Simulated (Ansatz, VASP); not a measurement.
Ti in VASP and in Ansatz

INCAR

```
PREC = Accurate
ENCUT = 520
EDIFF = 1E-8
ISMEAR = -1
SIGMA = 0.05
LREAL = False
LASPH = True
NELM = 100
ALGO = Normal
ISIF = 2
LWAVE = False
LCHARG = False
GGA = PS
LEFG = True
NBANDS = 12
```

KPOINTS

```
regular mesh
0
Gamma
  14 14 14
```

Contents of POSCAR:

```
Ti
1.0
   -1.5917700000      1.6410000000      1.6410000000
    1.6410000000     -1.5917700000      1.6410000000
    1.6410000000      1.6410000000     -1.5917700000
Ti
1
Direct
    0.0000000000      0.0000000000      0.0000000000
```

Input for Ansatz:

```yaml
crystal:
  lattice:
    - [-1.59177, 1.641, 1.641]
    - [1.641, -1.59177, 1.641]
    - [1.641, 1.641, -1.59177]
  atoms:
    - { symbol: Ti, position: [0.0, 0.0, 0.0] }
kpoints:
  mp_grid: { grid: [14, 14, 14] }
scf:
  occupations: { method: fermi_dirac, width: 0.05 }
hamiltonian:
  xc: pbesol
  pseudopotentials: { kind: paw }
output:
  forces: true
  stress: true
  eigenvalues: true
  efg: { contact_densities: true }
```

Change from the starting cell: equal xy, yz and zx shear strains of +3 %, PAW files.

Alike in both runs: task electric field gradients; functional PBEsol; k mesh 14 × 14 × 14; occupations fermi-dirac, width 0.05 eV; no spin polarisation.

```csv
,VASP,Ansatz
version,VASP 6.6.1,Ansatz 0.2.0
potentials or method,"VASP PAW PBE potentials, release 64 (Ti_sv)","PAW with Ansatz's default frozen-core files, scalar-relativistic"
plane-wave cutoff (eV),520,420
valence electrons in the cell,12,12
```

VASP gave:

| Property | Result |
| --- | --- |
| pressure (GPa) | -6.8 |
| largest component of the traceless stress (GPa) | 1.25 |
| Vzz of the field gradient on the site that differs most (V/Å²) | -11.5 |

**Question.** Which values does Ansatz return?

**Answer.** Pressure (GPa): -6.6; largest component of the traceless stress (GPa): 1.26; Vzz of the field gradient on the site that differs most (V/Å²): -11.9.

The functional is the same, so the differences come from potentials, cutoffs and numerics.

Caveats: the PAW data sets were made with another functional, which shifts forces and pressure a little (VASP).
